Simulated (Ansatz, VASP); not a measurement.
## Os: VASP beside Ansatz

```xyz
1
Lattice="0.0000 1.9839 1.9450 1.9839 0.0000 1.9450 1.9839 1.9839 0.0000" Properties=species:S:1:pos:R:3 pbc="T T T"
Os    0.0000    0.0000    0.0000
```

Change from the starting cell: equal xx and yy strain of +2 %.

Alike in both runs: task single point; functional PBEsol; k mesh 14 × 14 × 14; occupations fermi-dirac, width 0.05 eV; no spin polarisation.

|  | VASP | Ansatz |
| --- | --- | --- |
| version | VASP 6.6.1 | Ansatz 0.2.0 |
| potentials or method | VASP PAW PBE potentials, release 64 (Os), cutoff 520 eV | all-electron LAPW, scalar-relativistic |

|  | VASP | Ansatz | Ansatz less VASP |
| --- | --- | --- | --- |
| pressure (GPa) | -31.8 | -31.5 | +0.31 |
| largest component of the traceless stress (GPa) | 3.28 | 3.30 | +0.026 |

Ansatz ran all-electron here, so the differences hold the error of VASP's frozen core and of both bases.

Caveats: the cell as given lies far from equilibrium; so large a pressure means that the cell lies far from this level's equilibrium, or that cutoff or potentials fall short (VASP); the potentials were made for another functional, which shifts forces and pressure (VASP). Spin-orbit coupling is left out, which matters for the levels of Os.
